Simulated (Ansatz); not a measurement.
# Screening in BN (P6_3/mmc)

How strongly does BN (P6_3/mmc) screen? Routes: perturbation theory, a sum over states and the RPA step of G0W0.

Method: linear response on PBE, plane waves, PAW, in Ansatz 0.2.0.

**The experiments to reproduce.**

- ε∞ 2.86: out-of-plane, parallel to c, high-frequency; optical measurements (quoted from earlier work); bulk crystal (quoted in “Dielectric permittivity, conductivity and breakdown field of hexagonal boron nitride”, 2022, arxiv:2201.05826).

- ε∞ 4.95: in-plane, perpendicular to c, high-frequency; optical measurements (quoted from earlier work); bulk crystal (quoted in “Dielectric permittivity, conductivity and breakdown field of hexagonal boron nitride”, 2022, arxiv:2201.05826).

This is a report of a sequence of runs, with most program output left out.

### Step 1. The structure

The structure is hexagonal, space group P6_3/mmc (No. 194). Conventional cell: a = 2.504 Å, b = 2.504 Å, c = 6.661 Å, α = 90.00°, β = 90.00°, γ = 120.00°. B has 3 N at 1.45 Å nearest. Nearest to N lie 3 B at 1.45 Å. Farther neighbours and most contacts between anions are not listed.

The cell and positions come from the Crystallography Open Database and are kept as given unless a step says otherwise. The default PAW set here is soft_2. Its files were made with PBE.

### Step 2. Response to a homogeneous field

The response to a uniform field gives ε∞, a yardstick for the screening that GW builds on its mesh.

This step: dielectric response by perturbation theory, PBE, plane waves, PAW.

The input, input.yaml:

```yaml
crystal:
  lattice:
    - [2.50399, 0.0, 0.0]
    - [-1.251995, 2.1685189508, 0.0]
    - [0.0, 0.0, 6.6612]
  atoms:
    - { symbol: B, position: [0.3333333333, 0.6666666667, 0.25] }
    - { symbol: B, position: [0.6666666667, 0.3333333333, 0.75] }
    - { symbol: "N", position: [0.3333333333, 0.6666666667, 0.75] }
    - { symbol: "N", position: [0.6666666667, 0.3333333333, 0.25] }
kpoints:
  mp_grid: { grid: [9, 9, 4] }
hamiltonian:
  xc: pbe
scf:
  occupations: { method: fixed }
dielectric: {}
```

On the command line:

```console
ansatz run input.yaml --threads 2 --pin off --max-ram 92160MiB --backend cuda --events-out ev --progress --plain --runs-dir out --devices 1 --max-vram 13GiB  # rebuilt from the run's record
```

Elapsed: 14 s, on 1 × NVIDIA H100 80GB HBM3 (shared by 6 runs) with 2 threads of AMD EPYC 7R13 (Zen 3), shared host; peak memory 1.2 GiB.

Numbers from this step:

```yaml
stated_error_of_eps_infinity: 0.017
```

One over ε∞ averages 0.27, near the quarter of exact exchange in PBE0.

High-frequency dielectric tensor:

```
4.74 0.00 0.00
0.00 4.74 0.00
0.00 0.00 2.68
```

Born effective charge (e), principal values of the symmetric part by kind of site:

| atom | atoms with these values | low | middle | high | mean |
| --- | --- | --- | --- | --- | --- |
| B1 | 2 | 0.74 | 2.71 | 2.71 | 2.06 |
| N3 | 2 | -2.71 | -2.71 | -0.74 | -2.06 |

In full for B1:

```
2.71 0.00 0.00
0.00 2.71 0.00
0.00 0.00 0.74
```

### Step 3. Independent-particle spectrum

The independent-particle spectrum shows where the oscillator strength lies, before excitons and local fields.

This step: independent-particle optics on PBE, plane waves, PAW.

input.yaml, as its differences from that of step 2:

```diff
@@ -11,3 +11,3 @@
 kpoints:
-  mp_grid: { grid: [9, 9, 4] }
+  mp_grid: { grid: [12, 12, 4] }
 hamiltonian:
@@ -16,2 +16,4 @@
   occupations: { method: fixed }
-dielectric: {}
+  n_extra_bands: 24
+output:
+  optics: { e_range: [0, 25], de: 0.1, sigma: 0.2 }
```

Elapsed: 25 s, on 1 × NVIDIA H100 80GB HBM3 (shared by 6 runs) with 2 threads; peak memory 1.1 GiB; 45 s of CPU time.

Numbers from this step:

```
ε∞ without local fields (xx, yy, zz)                                   : 4.834, 4.834, 3.006
electrons in the f-sum (xx, yy, zz)                                    : 13.33, 13.33, 12.24
bands in the explicit sum (the static value is completed to all bands) : 32
```

The sum gives ε∞ = 4.83 and 3.01 without local fields.

The ε₂ has structure finer than the step of the table below, so its rows give means over 1 eV, whole bins alone (the curve runs from 0 to 25 eV). Peaks (eV: height): xx=yy 5.7: 13.6, 14.1: 9.34; zz 5.0: 1.30, 9.9: 7.73, 13.5: 5.95, 18.2: 1.69.

Independent particles, no local fields, Gaussian width 0.2 eV. The ε₂ by photon energy; means over each step:

| photon energy (eV) | xx=yy | zz |
| --- | --- | --- |
| 3 | 0 | 0 |
| 4 | 0.0663 | 0.0161 |
| 5 | 6.48 | 1.05 |
| 6 | 9.63 | 0.806 |
| 7 | 3.01 | 0.453 |
| 8 | 1.44 | 0.327 |
| 9 | 0.841 | 0.748 |
| 10 | 0.594 | 6.28 |
| 11 | 0.665 | 4.18 |
| 12 | 0.699 | 2.37 |
| 13 | 4.41 | 3.63 |
| 14 | 8.36 | 4.18 |
| 15 | 5.09 | 1.23 |
| 16 | 3.38 | 0.717 |
| 17 | 2.74 | 0.602 |
| 18 | 2.13 | 1.23 |
| 19 | 1.61 | 1.20 |
| 20 | 1.30 | 1.12 |
| 21 | 1.06 | 0.807 |
| 22 | 0.798 | 0.478 |
| 23 | 0.672 | 0.731 |
| 24 | 0.534 | 0.735 |

The loss function has structure finer than the step of the table below, so its rows give means over 1 eV, whole bins alone (the curve runs from 0 to 25 eV). Peaks (eV: height): xx=yy 8.0: 0.634; zz 12.1: 0.468, 16.2: 1.49, 21.4: 1.29, 24.0: 0.923.

Independent particles, no local fields, Gaussian width 0.2 eV. Table of loss function by photon energy; means over each step:

| photon energy (eV) | xx=yy | zz |
| --- | --- | --- |
| 3 | 0 | 0 |
| 4 | 6.2e-4 | 9.7e-4 |
| 5 | 0.0410 | 0.0750 |
| 6 | 0.105 | 0.0822 |
| 7 | 0.332 | 0.0425 |
| 8 | 0.587 | 0.0213 |
| 9 | 0.317 | 0.0165 |
| 10 | 0.114 | 0.105 |
| 11 | 0.0644 | 0.230 |
| 12 | 0.0363 | 0.366 |
| 13 | 0.0490 | 0.160 |
| 14 | 0.109 | 0.218 |
| 15 | 0.187 | 0.530 |
| 16 | 0.267 | 1.32 |
| 17 | 0.318 | 0.875 |
| 18 | 0.382 | 0.443 |
| 19 | 0.475 | 0.700 |
| 20 | 0.590 | 0.803 |
| 21 | 0.719 | 1.10 |
| 22 | 0.912 | 0.895 |
| 23 | 1.23 | 0.515 |
| 24 | 1.64 | 0.812 |

Independent particles, no local fields, Gaussian width 0.2 eV. ε₁ against photon energy:

| photon energy (eV) | xx=yy | zz |
| --- | --- | --- |
| 0 | 4.81 | 2.97 |
| 1 | 4.89 | 2.99 |
| 2 | 5.16 | 3.06 |
| 3 | 5.78 | 3.20 |
| 4 | 7.45 | 3.52 |
| 5 | 9.97 | 3.60 |
| 6 | -1.69 | 2.99 |
| 7 | -0.810 | 3.24 |
| 8 | 0.495 | 3.91 |
| 9 | 1.43 | 5.65 |
| 10 | 2.24 | 3.95 |
| 11 | 3.16 | 0.930 |
| 12 | 4.32 | 0.384 |
| 13 | 8.81 | 3.64 |
| 14 | 2.17 | -1.53 |
| 15 | -1.34 | -1.01 |
| 16 | -1.17 | -0.0467 |
| 17 | -1.10 | 0.606 |
| 18 | -0.999 | 1.33 |
| 19 | -0.899 | 0.563 |
| 20 | -0.719 | 0.366 |
| 21 | -0.594 | 0.291 |
| 22 | -0.533 | 0.551 |
| 23 | -0.306 | 0.998 |
| 24 | -0.210 | 0.523 |
| 25 | -0.0791 | 0.763 |

### Step 4. RPA screening from the G0W0 run

Now the one-shot GW correction: screening in the RPA, then the self-energy of the levels asked for.

This step: G0W0 on PBE, plane waves, PAW.

input.yaml, the sections that differ from step 3:

```yaml
kpoints:
  mp_grid: { grid: [9, 9, 2] }
scf:
  occupations: { method: fixed }
gw:
  n_empty_bands: 232
  ecut_chi: 200.0
  qp_bands: [v2, c2]
  qp_kpoints: band_edges
  screening: { model: contour_deformation }
# crystal, hamiltonian: as in step 3
# output: removed
```

The job ended after 13 s (1 × NVIDIA H100 80GB HBM3 (shared by 6 runs) with 2 threads; peak memory 1.3 GiB; 13 s of CPU time).

This step gave:

- bands summed: 240
- RPA ε∞ on this mesh (eigenvalues): 2.518, 4.526, 4.526
- plane waves in the screening matrix: 225
- G0W0 gap on the mesh: 6.057 eV
- k of the valence top: 0.3333, 0.3333, -0.5
- k of the conduction bottom: 0.1111, 0.4444, 0
- starting gap on the mesh: 4.404 eV
- least direct G0W0 gap on the computed points: 6.391 eV

The gap on the mesh goes from 4.40 eV to 6.06 eV, a correction of +1.65 eV. Between the two edge states, bare exchange in place of the xc potential would open the gap by 8.50 eV, and correlation takes back 6.84 eV.

Mean over the mesh in bins of 0.25 1/Å. Static inverse dielectric function, diagonal against length of q+G:

length of q+G (Å⁻¹), static inverse dielectric function, diagonal and a bar from the least value:
```
     0.32      0.245 
     0.56      0.342 ####
     1.02      0.419 #######
     1.26      0.460 #########
     1.50      0.524 ###########
     2.01      0.634 ################
     2.25      0.678 ##################
     2.50      0.724 ###################
     3.00      0.790 ######################
     3.24      0.818 #######################
     3.49      0.841 ########################
     4.00      0.879 ##########################
     4.25      0.895 ##########################
     4.50      0.909 ###########################
     5.01      0.932 ############################
     5.26      0.942 ############################
     5.50      0.950 #############################
     6.00      0.965 #############################
     6.25      0.971 #############################
     6.50      0.976 ##############################
     7.01      0.984 ##############################
     7.19      0.986 ##############################
```

### Step 5. The values together

Times are wall times on 1 × NVIDIA H100 80GB HBM3 (shared by 6 runs) with 2 threads of AMD EPYC 7R13 (Zen 3), shared host, good to a factor of about two.

| method | mesh | ε∞, low | middle | high | mean | time |
| --- | --- | --- | --- | --- | --- | --- |
| perturbation theory (local fields and xc kernel) | 9×9×4 (response on 400 points) | 2.68 | 4.74 | 4.74 | 4.05 | 14 s |
| sum over states (no local fields) | 12×12×4 | 3.01 | 4.83 | 4.83 | 4.22 | 25 s |
| RPA with local fields, on the GW mesh | 9×9×2 | 2.52 | 4.53 | 4.53 | 3.86 | 13 s |

### Step 6. Outcome

* perturbation theory (local fields and xc kernel): 2.68, 4.74, 4.74
* sum over states (no local fields): 3.01, 4.83, 4.83
* RPA with local fields, on the GW mesh: 2.52, 4.53, 4.53

What this shows: Mean Born effective charge: B1 2.06, N3 -2.06 e. The most distinct maxima of the ε₂ (xx=yy) lie at 5.7 and 14.1 eV, the highest at 5.7 eV. The loss function (xx=yy) has a distinct peak at 8 eV. The sum without local fields gives 4.22 in the mean against 4.05 by perturbation theory; local fields lower ε∞ and the xc kernel gives part of it back, though the sum also carries the error of its own mesh. The RPA values on the 9×9×2 mesh average 0.95 times those of perturbation theory (means 3.86 and 4.05, which can hide unlike anisotropies). Without the xc kernel RPA should lie a little lower, as the mean does. Against experiment, the principal values 2.68 and 4.74 of the first method stand beside the measured 2.86 (out-of-plane, parallel to c, high-frequency, quoted 2022) and 4.95 (in-plane, perpendicular to c, high-frequency, quoted 2022). PBE usually puts the gap too low, which tends to raise ε∞. Ions are clamped, so the lattice part of the static constant is not in these numbers.

[Paths, hosts, dates, memory and timing lines, banners, echoed tables and standing remarks are left out of the program output.]

[Logs are printed without paths, hosts, clocks, repeated set-up lines and the standing remarks that a program may print on its own settings, such as how far it seeks lower states.]

[Runs of the session that timed out or met a known fault of the program may be left out.]

[Cells called generated may have been cut or substituted from an entry of the Crystallography Open Database or the Materials Project.]

[Hosts, paths, dates, database ids (printed as entryN), source tags and the programs' standing remarks are cut or masked in the printed files.]
